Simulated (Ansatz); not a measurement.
# Migration of H in Nb

Level of theory: DFT PBEsol, scalar-relativistic, plane waves, PAW in Ansatz. Run with 420 eV cutoff, 4×4×4 k-mesh, shifted by half a step, Gaussian smearing of 0.10 eV, no spin polarisation.

Host crystal, relaxed:

```xyz
1
Lattice="-1.6361 1.6361 1.6361 1.6361 -1.6361 1.6361 1.6361 1.6361 -1.6361" Properties=species:S:1:pos:R:3 pbc="T T T"
Nb    0.0000    0.0000    0.0000
```

In a supercell of 16 host sites, interstitial H hops to an equivalent place, moving 1.16 Å between the relaxed ends. Climbing-image nudged elastic band at fixed cell with images 0 (start) to 6 (end), the path measured over all atoms, converged to 0.05 eV/Å; the order of the saddle wasn't checked, and the small cell leaves errors of about a tenth of an eV. Zero-point motion and tunnelling, which matter for H, are left out.

Supercell rows in host cell vectors: 0 2 2; 2 0 2; 2 2 0. H was set at (0.250, 0.500, 0.750) of the host cell.

At the relaxed start H has 4 Nb at 1.90 Å, 4 Nb at 2.95 Å.

Task: How high is the barrier, and where does the atom pass?

Result: 0.18 eV at image 3, where H has 2 Nb at 1.83 Å, 1 Nb at 1.88 Å, 2 Nb at 2.36 Å, 1 Nb at 2.87 Å.

Cost: 1 run of about 65 core-minutes, on Arm Neoverse V1 (shared hosts).